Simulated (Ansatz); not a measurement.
Hf under changes of volume

One of the cells (21.882 Å³/atom); the others are scaled copies at fixed shape and fractional positions:

```xyz
1
Lattice="0.0000 2.2200 2.2200 2.2200 0.0000 2.2200 2.2200 2.2200 0.0000" Properties=species:S:1:pos:R:3 pbc="T T T"
Hf    0.0000    0.0000    0.0000
```

This isn't the form of Hf at room conditions, which is hcp.

```yaml
Program: Ansatz 0.2.0
Functional: LDA
Potentials_or_basis: Ansatz PAW
Cutoff: "420 eV (not typed: the program's choice for these potentials)"
k_mesh: 10 × 10 × 10
Occupations: fermi-dirac, width 0.05 eV
Spin: no spin polarisation
```

```tsv
volume (Å³/atom)	energy over the lowest point (meV/atom)	pressure (GPa)
20.569	0.00	1.1
21.007	0.22	-1.4
21.444	?	?
21.882	20.04	-5.7
22.320	38.51	-7.6
22.757	61.97	-9.3
23.195	89.90	-10.9
```

Task: What does the run at 21.444 Å³/atom give?

Result: Energy over the lowest point 7.10 meV/atom; pressure -3.7 GPa.

Worked out: A Birch-Murnaghan fit of order 3 (a polynomial in V^(-2/3)) to the other rows has its minimum at 20.77 Å³/atom with B0 = V·E''(V) = 123 GPa and B' = 3.7. It gives 7.08 meV/atom at 21.444 Å³/atom, against the run's 7.10, and -dE/dV = -3.7 GPa, against -3.7.

Energies are extrapolated to zero smearing.

Caveats: the PAW data sets come from PBE, with cores solved anew for the run's functional, which leaves a small shift of forces and pressure.
